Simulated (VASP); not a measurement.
# KI (Fm-3m) in VASP: a series of runs

The runs below take KI through relaxation of cell and atoms, with PBEsol.

Program: VASP 6.6.1. These are calculated values, not measurements. Logs are shortened: lines on timing, memory, paths and dates and some standing lists are left out, and cuts for length are marked.

## 1. The crystal as given

The structure is cubic, space group Fm-3m (No. 225). The conventional cell has a = 7.016 Å, b = 7.016 Å, c = 7.016 Å, α = 90.00°, β = 90.00°, γ = 90.00°. K (site symmetry m-3m) is surrounded by 6 I at 3.51 Å. I (site symmetry m-3m) has 6 K at 3.51 Å as nearest neighbours.

## 2. Relaxation of cell and atoms, PBEsol

INCAR reads:

```
SYSTEM = KI
  PREC = Accurate
  ENCUT = 600
  EDIFF = 1E-7
  ISMEAR = 0
  SIGMA = 0.03
  LREAL = .False.
  LASPH = .True.
  NELM = 80
  ALGO = Normal
  ISIF = 3
  LWAVE = .False.
  LCHARG = .False.
  GGA = PS
  IBRION = 2
  NSW = 90
  EDIFFG = -0.005
```

KPOINTS reads:

```
regular mesh
0
Gamma
  8 8 8
  0 0 0
```

POSCAR reads:

```
KI                                      
1.0
    0.0000000000      3.5081227352      3.5081227352
    3.5081227352      0.0000000000      3.5081227352
    3.5081227352      3.5081227352      0.0000000000
  K               I             
     1     1
Direct
     0.0000000000000000    0.0000000000000000    0.0000000000000000
     0.5000000000000000    0.5000000000000000    0.5000000000000000
```

Potentials or basis: VASP PAW PBE potentials, release 64 (K_sv, I).

Started as:

```console
> cat potpaw_PBE.64/K_sv/POTCAR potpaw_PBE.64/I/POTCAR > POTCAR
> mpirun -np 1 vasp_std > vasp.out
```

OUTCAR:

```text
SYSTEM = KI
   PREC = Accurate
   ENCUT = 600
   EDIFF = 1E-7
   ISMEAR = 0
   LREAL = .False.
   LASPH = .True.
   NELM = 80
   ISIF = 3
   GGA = PS
   IBRION = 2
   NSW = 90
   EDIFFG = -0.005

 ion  position               nearest neighbor table
   1  0.000  0.000  0.000-   2 3.51   2 3.51   2 3.51   2 3.51   2 3.51   2 3.51
   2  0.500  0.500  0.500-   1 3.51   1 3.51   1 3.51   1 3.51   1 3.51   1 3.51

  LATTYP: Found a face centered cubic cell.
 ALAT       =     7.0162454704

  Lattice vectors:

 A1 = (   0.0000000000,   3.5081227352,   3.5081227352)
 A2 = (   3.5081227352,   0.0000000000,   3.5081227352)
 A3 = (   3.5081227352,   3.5081227352,   0.0000000000)

Analysis of symmetry for initial positions (statically):
=====================================================================
 Subroutine PRICEL returns:
 Original cell was already a primitive cell.

 Routine SETGRP: Setting up the symmetry group for a
 face centered cubic supercell.

 Subroutine GETGRP returns: Found 48 space group operations
 (whereof 48 operations were pure point group operations)
 out of a pool of 48 trial point group operations.

The static configuration has the point symmetry O_h .

Analysis of symmetry for dynamics (positions and initial velocities):
=====================================================================
 Subroutine PRICEL returns:
 Original cell was already a primitive cell.

 Routine SETGRP: Setting up the symmetry group for a
 face centered cubic supercell.

 Subroutine GETGRP returns: Found 48 space group operations
 (whereof 48 operations were pure point group operations)
 out of a pool of 48 trial point group operations.

The dynamic configuration has the point symmetry O_h .

 Subroutine INISYM returns: Found 48 space group operations
 (whereof 48 operations are pure point group operations),
 and found     1 'primitive' translations

----------------------------------------------------------------------------------------

                                     Primitive cell

  volume of cell :      86.3484

  direct lattice vectors                    reciprocal lattice vectors
     0.000000000  3.508122735  3.508122735    -0.142526370  0.142526370  0.142526370
     3.508122735  0.000000000  3.508122735     0.142526370 -0.142526370  0.142526370
     3.508122735  3.508122735  0.000000000     0.142526370  0.142526370 -0.142526370

  length of vectors
[... 92 lines left out ...]
   PSTRESS=    0.0 pullay stress
   NELECT =      16.0000    total number of electrons
   NUPDOWN=      -1.0000    fix difference up-down
   EMIN   =  10.00;   EMAX   =-10.00  energy-range for DOS
   EFERMI =   0.00;   METHOD = LEGACY
   ISMEAR =     0;   SIGMA  =   0.03  broadening in eV -4-tet -1-fermi 0-gaus
   EFERMI_NEDOS =   21; number of points for ismear=-14 and -15
   IALGO  =     38    algorithm
   IMIX   =      4    mixing-type and parameters
     AMIX     =   0.40;   BMIX     =  1.00
     AMIX_MAG =   1.60;   BMIX_MAG =  1.00
  volume/ion in A,a.u.               =      43.17       291.35
  Fermi-wavevector in a.u.,A,eV,Ry     =   0.933319  1.763717 11.851819  0.871084
  Thomas-Fermi vector in A             =   2.060008
   LORBIT       =      0    0 simple, 1 ext, 2 COOP (PROOUT), +10 PAW based schemes
   GGA     = PS    functional components
   LHFCALC =     F    Hartree Fock is set to
   AEXX    =    0.0000 exact exchange contribution
   IVDW    =     0    specifies the selected vdW correction
   LEPSILON=     F    determine dielectric tensor
   LRPA    =     F    only Hartree local field effects (RPA)
 conjugate gradient relaxation of ions
 non-spin polarized calculation
 Gauss-broadening in eV      SIGMA  =   0.03
  energy-cutoff  :      600.00
  volume of cell :       86.35
 maximum number of plane-waves:      2894
   NGX = 19   NGY = 19   NGZ = 19

 number of electron      15.9999999 magnetization

 Free energy of the ion-electron system (eV)
  ---------------------------------------------------
  ext. energy  EPLUGINS =         0.00000000
  ---------------------------------------------------
  free energy    TOTEN  =        -5.81600762 eV

  energy without entropy =       -5.81600762  energy(sigma->0) =       -5.81600762

 E-fermi :  -0.2348     XC(G=0):  -7.4276

 val. band max:       -0.3992625503   @ k =   0.0000   0.0000   0.0000
 cond. band min:       3.4598045513   @ k =   0.0000   0.0000   0.0000
 fundamental gap:      3.8590671016
 Fermi energy:        -0.2347909969

 k-point     1 :       0.0000    0.0000    0.0000
  band No.  band energies     occupation
      1     -28.6888      2.00000
      2     -12.2447      2.00000
      3     -12.2447      2.00000
      4     -12.2447      2.00000
      5     -10.9690      2.00000
      6      -0.3993      2.00000
      7      -0.3993      2.00000
      8      -0.3993      2.00000
      9       3.4598      0.00000
     10       6.0172      0.00000
     11       6.0172      0.00000
     12       6.0172      0.00000
[... 331 lines left out ...]
 k-point    24 :      -0.3750    0.2500    0.1250
  band No.  band energies     occupation
      1     -28.6860      2.00000
      2     -12.3788      2.00000
      3     -12.2643      2.00000
      4     -12.2545      2.00000
      5     -10.6925      2.00000
      6      -1.5725      2.00000
      7      -0.9787      2.00000
      8      -0.8126      2.00000
      9       5.5362      0.00000
     10       6.3653      0.00000
     11       6.9830      0.00000
     12       7.8489      0.00000

 [... further k-points ...]

------------------------ aborting loop because EDIFF is reached ----------------------------------------

  FORCE on cell =-STRESS in cart. coord.  units (eV):
  Direction    XX          YY          ZZ          XY          YZ          ZX
  --------------------------------------------------------------------------------------
  -------------------------------------------------------------------------------------
  Total       -0.0021517     -0.0021517     -0.0021517      0.0000000      0.0000000      0.0000000
  in kB       -0.0399244     -0.0399244     -0.0399244      0.0000000      0.0000000      0.0000000
  external PRESSURE =      -0.0399244 kB  Pullay stress =       0.0000000 kB

 VOLUME and BASIS-vectors are now :
 -----------------------------------------------------------------------------
  energy-cutoff  :      600.00
  volume of cell :       86.35
      direct lattice vectors                 reciprocal lattice vectors
     0.000000000  3.508122735  3.508122735    -0.142526370  0.142526370  0.142526370
     3.508122735  0.000000000  3.508122735     0.142526370 -0.142526370  0.142526370
     3.508122735  3.508122735  0.000000000     0.142526370  0.142526370 -0.142526370

 POSITION                                       TOTAL-FORCE (eV/Angst)
 -----------------------------------------------------------------------------------
      0.00000      0.00000      0.00000        -0.000000     -0.000000     -0.000000
      3.50812      3.50812      3.50812         0.000000      0.000000      0.000000
 -----------------------------------------------------------------------------------
    total drift:                                0.000000     -0.000000     -0.000000

  FREE ENERGIE OF THE ION-ELECTRON SYSTEM (eV)
  ---------------------------------------------------
  free  energy   TOTEN  =        -5.8160076227 eV

  energy  without entropy=       -5.8160076227  energy(sigma->0) =       -5.81600762

 reached required accuracy - stopping structural energy minimisation
```

CONTCAR:

```text
KI
   1.00000000000000
     0.0000000000000000    3.5081227352000002    3.5081227352000002
     3.5081227352000002    0.0000000000000000    3.5081227352000002
     3.5081227352000002    3.5081227352000002    0.0000000000000000
  K               I
     1     1
Direct
     0.0000000000000000    0.0000000000000000    0.0000000000000000
     0.5000000000000000    0.5000000000000000    0.5000000000000000

  0.00000000E+00  0.00000000E+00  0.00000000E+00
  0.00000000E+00  0.00000000E+00  0.00000000E+00
```

It took 25 s on 1 thread of AMD EPYC 9R45 (Zen 5), shared host; peak memory 0.22 GiB.

What came out:

| Property | Result |
| --- | --- |
| Free energy | -5.8160 eV |
| Pressure after relaxing | 0.0 GPa |
| Band gap on the k mesh | 3.86 eV, direct |

Final structure:
```yaml
crystal:
  lattice:
    - [0.00000, 3.50812, 3.50812]
    - [3.50812, 0.00000, 3.50812]
    - [3.50812, 3.50812, 0.00000]
  atoms:
    - { symbol: K, position: [0.00000, 0.00000, 0.00000] }
    - { symbol: I, position: [0.50000, 0.50000, 0.50000] }
```

Caveat: the relaxation stopped at its first step, so nothing moved; the PAW data sets were made with another functional, which shifts forces and pressure a little; spin-orbit coupling is left out, which moves the levels of the heavy elements.

## 3. Relaxation of cell and atoms, PBEsol

This run uses another cell than the first one, of 44.09 Å³/atom, 1.021 times its volume.

INCAR reads:

```
SYSTEM = KI
  PREC = Accurate
  ENCUT = 600
  EDIFF = 1E-6
  ISMEAR = 0
  SIGMA = 0.03
  LREAL = .FALSE.
  LASPH = .TRUE.
  NELM = 80
  ALGO = Normal
  ISIF = 3
  LWAVE = .FALSE.
  LCHARG = .FALSE.
  GGA = PS
  IBRION = 2
  NSW = 90
  EDIFFG = -0.01
```

KPOINTS reads:

```
Automatic mesh
0
G
  8 8 8
  0 0 0
```

POSCAR reads:

```
KI
1.0
    0.0000000000      3.5327750000      3.5327750000
    3.5327750000      0.0000000000      3.5327750000
    3.5327750000      3.5327750000      0.0000000000
K I
1 1
Direct
    0.0000000000      0.0000000000      0.0000000000
    0.5000000000      0.5000000000      0.5000000000
```

Potentials or basis: VASP PAW PBE potentials, release 64 (K_sv, I).

Started as:

```console
> cat potpaw_PBE.64/K_sv/POTCAR potpaw_PBE.64/I/POTCAR > POTCAR
> mpirun -np 1 vasp_std > vasp.out
```

Wall time 89 s (1 thread of Intel Xeon 6975P-C (Granite Rapids), shared host); peak memory 0.24 GiB.

Results (log left out):

| Quantity | Value |
| --- | --- |
| Free energy | -5.8161 eV |
| Relaxed volume | 43.17 Å³/atom |
| Relaxed cell | a = 4.961 Å, b = 4.961 Å, c = 4.961 Å, α = 60.00°, β = 60.00°, γ = 60.00° |
| Space group after relaxing (to 0.05 Å) | Fm-3m (No. 225) |
| Energy gained by relaxing | 0.7 meV/atom |
| Ionic steps | 5 |
| Pressure after relaxing | 0.0 GPa |
| Band gap on the k mesh | 3.86 eV, direct |

Step by step:
```tsv
step	energy change (eV)	largest force (eV/Å)	pressure (GPa)	volume (Å³)
1	0.0000	0.0000	-0.24	88.18
2	-0.0010	0.0000	-0.13	87.36
3	-0.0013	0.0000	-0.07	86.85
4	-0.0013	0.0000	0.07	85.83
5	-0.0015	0.0000	-0.01	86.35
```

Final structure:
```
K I
1.0
     0.00000    3.50812    3.50812
     3.50812    0.00000    3.50812
     3.50812    3.50812    0.00000
K I
1 1
Direct
  0.00000 0.00000 0.00000
  0.50000 0.50000 0.50000
```

Levels at points of the mesh, in eV from the valence-band top:
| k point | band 6 | band 7 | band 8 | band 9 | band 10 | band 11 |
| --- | --- | --- | --- | --- | --- | --- |
| (0.00, 0.00, 0.00) | 0.00 | 0.00 | 0.00 | 3.86 | 6.42 | 6.42 |
| (0.50, 0.00, 0.00) | -1.40 | -0.36 | -0.36 | 5.40 | 7.67 | 8.11 |
| (0.50, 0.50, 0.00) | -1.05 | -0.39 | -0.39 | 4.79 | 5.72 | 8.09 |

Caveat: the PAW data sets were made with another functional, which shifts forces and pressure a little; spin-orbit coupling is left out, which moves the levels of the heavy elements.

## 4. Relaxation of cell and atoms, PBEsol

Changes to INCAR since step 3:

```diff
@@ -3,3 +3,3 @@
   ENCUT = 600
-  EDIFF = 1E-6
+  EDIFF = 1E-7
   ISMEAR = 0
@@ -16,2 +16,2 @@
   NSW = 90
-  EDIFFG = -0.01
+  EDIFFG = -0.005
```

KPOINTS is that of step 3.

POSCAR reads:

```
KI                                      
1.0
    0.0000000000      3.5081227330      3.5081227330
    3.5081227330     -0.0000000000      3.5081227330
    3.5081227330      3.5081227330      0.0000000000
  K               I             
     1     1
Direct
     0.0000000000000000    0.0000000000000000    0.0000000000000000
     0.5000000000000000    0.5000000000000000    0.5000000000000000
```

Potentials or basis: VASP PAW PBE potentials, release 64 (K_sv, I).

Started as:

```console
> cat potpaw_PBE.64/K_sv/POTCAR potpaw_PBE.64/I/POTCAR > POTCAR
> mpirun -np 1 vasp_std > vasp.out
```

OUTCAR:

```text
SYSTEM = KI
   PREC = Accurate
   ENCUT = 600
   EDIFF = 1E-7
   ISMEAR = 0
   LREAL = .FALSE.
   LASPH = .TRUE.
   NELM = 80
   ISIF = 3
   GGA = PS
   IBRION = 2
   NSW = 90
   EDIFFG = -0.005

 ion  position               nearest neighbor table
   1  0.000  0.000  0.000-   2 3.51   2 3.51   2 3.51   2 3.51   2 3.51   2 3.51
   2  0.500  0.500  0.500-   1 3.51   1 3.51   1 3.51   1 3.51   1 3.51   1 3.51

  LATTYP: Found a face centered cubic cell.
 ALAT       =     7.0162454660

  Lattice vectors:

 A1 = (   0.0000000000,   3.5081227330,   3.5081227330)
 A2 = (   3.5081227330,   0.0000000000,   3.5081227330)
 A3 = (   3.5081227330,   3.5081227330,   0.0000000000)

Analysis of symmetry for initial positions (statically):
=====================================================================
 Subroutine PRICEL returns:
 Original cell was already a primitive cell.

 Routine SETGRP: Setting up the symmetry group for a
 face centered cubic supercell.

 Subroutine GETGRP returns: Found 48 space group operations
 (whereof 48 operations were pure point group operations)
 out of a pool of 48 trial point group operations.

The static configuration has the point symmetry O_h .

Analysis of symmetry for dynamics (positions and initial velocities):
=====================================================================
 Subroutine PRICEL returns:
 Original cell was already a primitive cell.

 Routine SETGRP: Setting up the symmetry group for a
 face centered cubic supercell.

 Subroutine GETGRP returns: Found 48 space group operations
 (whereof 48 operations were pure point group operations)
 out of a pool of 48 trial point group operations.

The dynamic configuration has the point symmetry O_h .

 Subroutine INISYM returns: Found 48 space group operations
 (whereof 48 operations are pure point group operations),
 and found     1 'primitive' translations

[... 123 lines left out ...]
   LEPSILON=     F    determine dielectric tensor
   LRPA    =     F    only Hartree local field effects (RPA)
 conjugate gradient relaxation of ions
 non-spin polarized calculation
 Gauss-broadening in eV      SIGMA  =   0.03
  energy-cutoff  :      600.00
  volume of cell :       86.35
 maximum number of plane-waves:      2894
   NGX = 19   NGY = 19   NGZ = 19

 number of electron      15.9999999 magnetization

 Free energy of the ion-electron system (eV)
  ---------------------------------------------------
  ext. energy  EPLUGINS =         0.00000000
  ---------------------------------------------------
  free energy    TOTEN  =        -5.81600762 eV

  energy without entropy =       -5.81600762  energy(sigma->0) =       -5.81600762

 E-fermi :  -0.2348     XC(G=0):  -7.4276

 val. band max:       -0.3992625403   @ k =   0.0000   0.0000   0.0000
 cond. band min:       3.4598045654   @ k =   0.0000   0.0000   0.0000
 fundamental gap:      3.8590671057
 Fermi energy:        -0.2347909793

 k-point     1 :       0.0000    0.0000    0.0000
  band No.  band energies     occupation
      1     -28.6888      2.00000
      2     -12.2447      2.00000
      3     -12.2447      2.00000
      4     -12.2447      2.00000
      5     -10.9690      2.00000
      6      -0.3993      2.00000
      7      -0.3993      2.00000
      8      -0.3993      2.00000
      9       3.4598      0.00000
     10       6.0172      0.00000
     11       6.0172      0.00000
     12       6.0172      0.00000
[... 331 lines left out ...]
 k-point    24 :      -0.3750    0.2500    0.1250
  band No.  band energies     occupation
      1     -28.6860      2.00000
      2     -12.3788      2.00000
      3     -12.2643      2.00000
      4     -12.2545      2.00000
      5     -10.6925      2.00000
      6      -1.5725      2.00000
      7      -0.9787      2.00000
      8      -0.8126      2.00000
      9       5.5362      0.00000
     10       6.3653      0.00000
     11       6.9830      0.00000
     12       7.8489      0.00000

 [... further k-points ...]

------------------------ aborting loop because EDIFF is reached ----------------------------------------

  FORCE on cell =-STRESS in cart. coord.  units (eV):
  Direction    XX          YY          ZZ          XY          YZ          ZX
  --------------------------------------------------------------------------------------
  -------------------------------------------------------------------------------------
  Total       -0.0021517     -0.0021517     -0.0021517     -0.0000000      0.0000000     -0.0000000
  in kB       -0.0399244     -0.0399244     -0.0399244     -0.0000000      0.0000000     -0.0000000
  external PRESSURE =      -0.0399244 kB  Pullay stress =       0.0000000 kB

 VOLUME and BASIS-vectors are now :
 -----------------------------------------------------------------------------
  energy-cutoff  :      600.00
  volume of cell :       86.35
      direct lattice vectors                 reciprocal lattice vectors
     0.000000000  3.508122733  3.508122733    -0.142526370  0.142526370  0.142526370
     3.508122733  0.000000000  3.508122733     0.142526370 -0.142526370  0.142526370
     3.508122733  3.508122733  0.000000000     0.142526370  0.142526370 -0.142526370

 POSITION                                       TOTAL-FORCE (eV/Angst)
 -----------------------------------------------------------------------------------
      0.00000      0.00000      0.00000         0.000000     -0.000000     -0.000000
      3.50812      3.50812      3.50812        -0.000000      0.000000      0.000000
 -----------------------------------------------------------------------------------
    total drift:                                0.000000     -0.000000     -0.000000

  FREE ENERGIE OF THE ION-ELECTRON SYSTEM (eV)
  ---------------------------------------------------
  free  energy   TOTEN  =        -5.8160076226 eV

  energy  without entropy=       -5.8160076226  energy(sigma->0) =       -5.81600762

 reached required accuracy - stopping structural energy minimisation
```

OSZICAR:

```text
N       E                     dE             d eps       ncg     rms          rms(c)
DAV:   1     0.100084434037E+03    0.10008E+03   -0.71249E+03   696   0.126E+03
DAV:   2     0.544595368511E+00   -0.99540E+02   -0.92157E+02   832   0.260E+02
DAV:   3    -0.562044524237E+01   -0.61650E+01   -0.61452E+01   936   0.598E+01
DAV:   4    -0.589728396022E+01   -0.27684E+00   -0.27654E+00  1296   0.109E+01
DAV:   5    -0.589845406338E+01   -0.11701E-02   -0.11701E-02   896   0.775E-01    0.304E+00
DAV:   6    -0.581856645041E+01    0.79888E-01   -0.11068E-01   856   0.244E+00    0.219E+00
DAV:   7    -0.581180306616E+01    0.67634E-02   -0.12257E-01   860   0.220E+00    0.872E-01
DAV:   8    -0.581583724796E+01   -0.40342E-02   -0.16209E-02   852   0.110E+00    0.240E-01
DAV:   9    -0.581571835240E+01    0.11890E-03   -0.63618E-04   916   0.177E-01    0.103E-01
DAV:  10    -0.581600337052E+01   -0.28502E-03   -0.47887E-04   828   0.128E-01    0.922E-02
DAV:  11    -0.581600614779E+01   -0.27773E-05   -0.68217E-05   900   0.536E-02    0.140E-02
DAV:  12    -0.581600656501E+01   -0.41722E-06   -0.39961E-06   892   0.205E-02    0.100E-02
DAV:  13    -0.581600744257E+01   -0.87756E-06   -0.10313E-06   840   0.779E-03    0.412E-03
DAV:  14    -0.581600760261E+01   -0.16004E-06   -0.18810E-07   860   0.353E-03    0.102E-03
DAV:  15    -0.581600762263E+01   -0.20019E-07   -0.66048E-09   576   0.708E-04
   1 F= -.58160076E+01 E0= -.58160076E+01  d E =-.581601E+01
```

Wall time 27 s (1 thread of Intel Xeon 6975P-C (Granite Rapids), shared host); peak memory 0.23 GiB.

Results:

* Free energy: -5.8160 eV
* Pressure after relaxing: 0.0 GPa
* Band gap on the k mesh: 3.86 eV, direct

Final structure:
```xyz
2
Lattice="0.0000 3.5081 3.5081 3.5081 0.0000 3.5081 3.5081 3.5081 0.0000" Properties=species:S:1:pos:R:3 pbc="T T T"
K     0.0000    0.0000    0.0000
I     3.5081    3.5081    3.5081
```

Caveat: the relaxation stopped at its first step, so nothing moved; the PAW data sets were made with another functional, which shifts forces and pressure a little; spin-orbit coupling is left out, which moves the levels of the heavy elements. A k mesh can miss the band edges.
